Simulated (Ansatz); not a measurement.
# Structure relaxation of Al

The calculation used DFT PBE, scalar-relativistic, plane waves, PAW (Ansatz). Cutoff 420 eV, Γ-centred k mesh, Gaussian smearing, no spin polarisation in the final step.

The start puts Al on the alpha-boron structure type (R-3m, No. 166), at a guessed volume.

```
Al
1.0
     3.28998    1.89947    5.61075
    -3.28998    1.89947    5.61075
     0.00000   -3.79895    5.61075
Al
12
Cartesian
  -2.1168 1.2222 3.7816
  0.0000 -2.4443 3.7816
  2.1168 1.2222 3.7816
  2.1168 -1.2222 13.0506
  -2.1168 -1.2222 13.0506
  0.0000 2.4443 13.0506
  -1.3470 0.7777 6.0201
  0.0000 -1.5554 6.0201
  1.3470 0.7777 6.0201
  1.3470 -0.7777 10.8121
  -1.3470 -0.7777 10.8121
  0.0000 1.5554 10.8121
```

Cell and atoms relax at zero pressure; the relaxation can't lower the symmetry of the start. After a coarse first stage the cell is made exact in the group found at 0.06 Å.

Energies count from the standard state of Al at the same level.

**Question.** What does it relax into?

**Answer.** It keeps R-3m (No. 166). The result has the alpha-boron structure. Conventional cell: a = 7.118 Å, c = 19.428 Å. Al on Wyckoff site h (6 atoms of the primitive cell) has 6 Al at 2.56–2.72 Å; around Al on Wyckoff site h (6 atoms of the primitive cell) lie 7 Al at 2.69–2.77 Å.

```
Al
1.0
     3.55893    2.05475    6.47594
    -3.55893    2.05475    6.47594
     0.00000   -4.10950    6.47594
Al
12
Cartesian
  -2.2100 1.2760 4.4149
  0.0000 -2.5519 4.4149
  2.2100 1.2760 4.4149
  2.2100 -1.2760 15.0129
  -2.2100 -1.2760 15.0129
  0.0000 2.5519 15.0129
  -1.3849 0.7996 6.9604
  0.0000 -1.5991 6.9604
  1.3849 0.7996 6.9604
  1.3849 -0.7996 12.4674
  -1.3849 -0.7996 12.4674
  0.0000 1.5991 12.4674
```

**Question.** What are its volume, energy, density and gap?

**Answer.** The volume per atom is 23.68 Å³. The density is 1.89 g/cm³, the energy over the standard structure is 0.26 eV/atom and the gap on the 6×6×6 mesh is 0 eV (a metal).

The final run used a 6×6×6 mesh on its 12-atom cell and 0.10 eV smearing. The k mesh leaves about 4 meV/atom of noise in metals. A structure relaxed within its symmetry needn't be a true minimum.